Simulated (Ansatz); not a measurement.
The system is MnO2.

```
Mn O
1.0
     2.90416    0.00000    0.00000
     0.00000    3.84481    0.00000
     0.00000    0.00000    6.16426
Mn O
2 4
Direct
  0.50000 0.50000 0.34330
  0.00000 0.00000 0.65670
  0.50000 0.00000 0.83757
  0.00000 0.50000 0.16243
  0.50000 0.00000 0.42180
  0.00000 0.50000 0.57820
```

Measurements of this composition are mostly on another form, of space group No. 136.

* Program: Ansatz 0.2.0
* Task: relaxation of cell and atoms
* Functional: LDA
* Potentials or basis: Ansatz PAW
* Cutoff: 420 eV (not typed: the program's choice for these potentials)
* k mesh: 9 × 7 × 5
* Occupations: fermi-dirac, width 0.05 eV
* Spin: collinear spin, ferromagnetic start
* Starting moments: [4.0, 4.0, 0.0, 0.0, 0.0, 0.0] μB

At the start: volume 11.47 Å³/atom.

Q: How do energy, volume and symmetry change on relaxing?

A: It ends after 12 steps and the volume is 9.82 Å³/atom (-14.4 %); space group Pmmn (No. 59, to 0.05 Å); moment 5.90 μB per cell.

Step by step:
```tsv
step	energy change (eV)	largest force (eV/Å)	volume (Å³)
1	0.0000	1.5585	68.83
2	-0.4383	0.8639	62.28
3	-0.5403	0.1247	58.12
4	-0.5343	0.0737	60.52
5	-0.5370	0.0265	60.28
6	-0.5376	0.0040	60.21
7	-0.5077	0.0035	60.21
8	-0.5185	0.0216	59.09
9	-0.5181	0.0043	59.15
10	-0.5114	0.0041	59.15
11	-0.5132	0.0049	58.93
12	-0.5118	0.0047	58.93
```

Final structure:
```
CELL_PARAMETERS angstrom
2.78111 0.00000 0.00000
0.00000 3.69659 0.00000
0.00000 0.00000 5.73166
ATOMIC_POSITIONS crystal
Mn 0.50000 0.50000 0.33566
Mn 0.00000 0.00000 0.66434
O 0.50000 0.00000 0.85327
O 0.00000 0.50000 0.14673
O 0.50000 0.00000 0.41475
O 0.00000 0.50000 0.58525
```

Caveat: the plane-wave basis is chosen anew once the cell has moved, so the energies of steps on either side of that aren't comparable; the pressure holds a Pulay correction of +1.2 GPa for the finite cutoff; only a ferromagnetic start was run, and an antiferromagnetic order may lie lower in energy; the PAW data sets come from PBE, with cores solved anew for the run's functional, which leaves a small shift of forces and pressure.
